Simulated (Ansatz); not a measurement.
WS2 (Tungstenite):

```
W S
1.0
     3.18000    0.00000    0.00000
    -1.59000    2.75396    0.00000
     0.00000    0.00000   12.50000
W S
2 4
Direct
  0.66667 0.33333 0.75000
  0.33333 0.66667 0.25000
  0.66667 0.33333 0.37500
  0.33333 0.66667 0.87500
  0.66667 0.33333 0.12500
  0.33333 0.66667 0.62500
```

Base run:

| Item | Value |
| --- | --- |
| Program | Ansatz 0.2.0 |
| Functional | r2SCAN |
| Potentials or basis | Ansatz PAW |
| Cutoff | 500 eV |
| Density cutoff | 2000 eV |
| k mesh | 10 × 10 × 3 |
| Occupations | fermi-dirac, width 0.05 eV |
| Spin | no spin polarisation |

Its results: band gap on the k mesh 1.23 eV, indirect (least direct gap 2.21 eV); pressure 0.2 GPa; largest force 0.116 eV/Å.

The run is repeated on the same cell with these changes: functional from r2SCAN to revPBE; cutoff from 500 eV to 420 eV; density cutoff from 2000 eV to 1680 eV. What comes out?

Band gap on the k mesh 1.16 eV, indirect (least direct gap 2.09 eV); pressure 4.2 GPa; largest force 0.185 eV/Å.

Caveats: the k mesh misses the band edges, so the gap on the mesh is wider than the one along the path; spin-orbit coupling is left out, which moves the levels of the heavy elements; the PAW data sets come from PBE, with cores solved anew for the run's functional, which leaves a small shift of forces and pressure; the potentials were made for another functional, which shifts forces and pressure (some runs); this functional lacks dispersion, which binds the layers, so the pressure and a relaxed spacing across them are unreliable (some runs).

Not every run made on this cell is shown here.
